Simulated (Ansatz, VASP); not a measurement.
W: VASP beside Ansatz

File INCAR:

```
PREC     = Accurate       # precision mode
ENCUT    = 520            # plane-wave cutoff, eV
EDIFF    = 1E-6           # SCF threshold, eV
ISMEAR   = -1             # smearing method
SIGMA    = 0.05           # smearing width, eV
LREAL    = F              # projectors in reciprocal space
LASPH    = T              # aspherical terms in the spheres
NELM     = 80             # most SCF steps
ALGO     = Normal         # electronic algorithm
ISIF     = 2              # what is computed and relaxed
LWAVE    = F              # write WAVECAR
LCHARG   = F              # write CHGCAR
GGA      = PE             # functional
NBANDS   = 13             # bands
```

The input KPOINTS:

```
Automatic mesh
0
Gamma
  10 10 10
```

Contents of POSCAR:

```
W
1.0
   -1.5823450000      1.5823450000      1.5823450000
    1.5823450000     -1.5823450000      1.5823450000
    1.5823450000      1.5823450000     -1.5823450000
W
1
Direct
    0.0000000000      0.0000000000      0.0000000000
```

The input input.yaml:

```yaml
crystal:
  lattice:
    - [-1.582345, 1.582345, 1.582345]
    - [1.582345, -1.582345, 1.582345]
    - [1.582345, 1.582345, -1.582345]
  atoms:
    - { symbol: W, position: [0.0, 0.0, 0.0] }
hamiltonian:
  xc: pbe
  pseudopotentials: { kind: paw }
kpoints:
  mp_grid: { grid: [10, 10, 10] }
  band_path:
    path:
      - [[0.0, 0.0, 0.0], [0.5, -0.5, 0.5], [0.0, 0.0, 0.5], [0.0, 0.0, 0.0], [0.25, 0.25, 0.25], [0.5, -0.5, 0.5]]
      - [[0.25, 0.25, 0.25], [0.0, 0.0, 0.5]]
    npoints: 14
scf:
  occupations: { method: fermi_dirac, width: 0.05 }
  n_extra_bands: 6
output:
  forces: true
  stress: true
  eigenvalues: true
  fatbands: false
```

Alike in both runs: functional PBE; k mesh 10 × 10 × 10; occupations fermi-dirac, width 0.05 eV; no spin polarisation.

|  | VASP | Ansatz |
| --- | --- | --- |
| version | VASP 6.6.1 | Ansatz 0.2.0 |
| potentials or method | VASP PAW PBE potentials, release 64 (W_sv) | Ansatz PAW |
| plane-wave cutoff (eV) | 520 | 420 |
| valence electrons in the cell | 14 | 14 |
| task | single point | band structure |

VASP gave:

```
gap on the k mesh at the Fermi level (eV) : none
pressure (GPa)                            : 6.4
```

What did Ansatz give for the same quantities?

gap on the k mesh at the Fermi level (eV): none; pressure (GPa): 5.9.

A gap of «none» marks a metal or a gap that the smearing closes. The functional is the same, so the differences come from potentials, cutoffs and numerics.

Caveats: spin-orbit coupling is left out, which moves the levels of the heavy elements (Ansatz). Spin-orbit coupling is left out, which matters for the levels of W.
